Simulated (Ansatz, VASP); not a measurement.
PbSe (Clausthalite): VASP beside Ansatz

The input INCAR:

```
SYSTEM = PbSe
PREC = Accurate
ENCUT = 600
EDIFF = 1E-6
ISMEAR = 0
SIGMA = 0.01
LREAL = .FALSE.
LASPH = .TRUE.
NELM = 80
ALGO = Normal
ISIF = 3
LWAVE = .FALSE.
LCHARG = .FALSE.
GGA = PS
IBRION = 2
NSW = 100
EDIFFG = -0.005
```

File KPOINTS:

```
Automatic mesh
0
G
  10 10 10
  0 0 0
```

Contents of POSCAR:

```
PbSe
1.0
    0.0000000000      3.0606500000      3.0606500000
    3.0606500000      0.0000000000      3.0606500000
    3.0606500000      3.0606500000      0.0000000000
Pb Se
1 1
Direct
    0.0000000000      0.0000000000      0.0000000000
    0.5000000000      0.5000000000      0.5000000000
```

Input for Ansatz:

```yaml
crystal:
  lattice:
    - [0.0, 3.06065, 3.06065]
    - [3.06065, 0.0, 3.06065]
    - [3.06065, 3.06065, 0.0]
  atoms:
    - { symbol: Pb, position: [0.0, 0.0, 0.0] }
    - { symbol: Se, position: [0.5, 0.5, 0.5] }
basis:
  ecutwfc: 420
kpoints:
  mp_grid: { grid: [10, 10, 10] }
hamiltonian:
  xc: pbesol
scf:
  occupations: { method: gaussian, width: 0.01 }
output:
  forces: true
  stress: true
  eigenvalues: true
relax:
  adjacent_minimum: "off"
  f_tol: 0.005
  max_steps: 80
  cell: { stress_tol: 0.05 }
```

Alike in both runs: task relaxation of cell and atoms; functional PBEsol; k mesh 10 × 10 × 10; occupations gaussian, width 0.01 eV; no spin polarisation.

```csv
,VASP,Ansatz
version,VASP 6.6.1,Ansatz 0.2.0
potentials or method,"VASP PAW PBE potentials, release 64 (Pb_d, Se)","scalar-relativistic, plane waves, PAW"
plane-wave cutoff (eV),600,420
valence electrons in the cell,20,30
```

VASP gave:

* gap on the k mesh at the Fermi level, each at its own relaxed structure (eV): 0.17
* relaxed volume (Å³/atom): 28.44
* relaxed cell length with the largest relative difference (Å): 4.317

Problem. What did Ansatz give for the same quantities?

Solution. gap on the k mesh at the Fermi level, each at its own relaxed structure (eV): 0.17; relaxed volume (Å³/atom): 28.42; relaxed cell length with the largest relative difference (Å): 4.316.

The two sets of potentials don't hold the same shells in valence.

Caveats: the PAW data sets were made with another functional, which shifts forces and pressure a little (VASP); spin-orbit coupling is left out, which as a rule narrows the gap of such compounds by several tenths of an eV.
